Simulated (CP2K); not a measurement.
HfB2 under changes of volume

One of the cells (9.905 Å³/atom); the others are scaled copies at fixed shape and fractional positions:

```
Hf B
1.0
     3.14000    0.00000    0.00000
    -1.57000    2.71932    0.00000
     0.00000    0.00000    3.48000
Hf B
1 2
Direct
  0.00000 0.00000 0.00000
  0.66667 0.33333 0.50000
  0.33333 0.66667 0.50000
```

- Program: CP2K 2026.2
- Functional: PBE
- Potentials or basis: POTENTIAL_UZH Hf GTH-PBE-q12, B GTH-PBE-q3; TZVP-MOLOPT-PBE-GTH basis
- Density cutoff: 6123 eV
- k mesh: 10 × 10 × 8
- Occupations: fermi-dirac, width 0.05 eV
- Spin: no spin polarisation

```tsv
volume (Å³/atom)	energy over the lowest point (meV/atom)	pressure (GPa)
9.311	30.26	17.2
9.509	12.97	10.9
9.707	?	?
9.905	0.00	-0.2
10.103	3.38	-4.9
10.301	12.15	-9.2
10.499	26.00	-13.1
```

Question: What does the run at 9.707 Å³/atom give?

Answer: Energy over the lowest point 3.17 meV/atom; pressure 5.1 GPa.

Worked out: A Birch-Murnaghan fit of order 3 (a polynomial in V^(-2/3)) to the other rows has its minimum at 9.90 Å³/atom with B0 = V·E''(V) = 251 GPa and B' = 4.0 at fixed shape and positions, which overstates the stiffness. It gives 3.09 meV/atom at 9.707 Å³/atom, against the run's 3.17, and -dE/dV = 5.1 GPa, against 5.1.

Energies are extrapolated to zero smearing.

Caveats: the basis of atomic orbitals isn't converged, which shifts pressures, moduli and gaps.
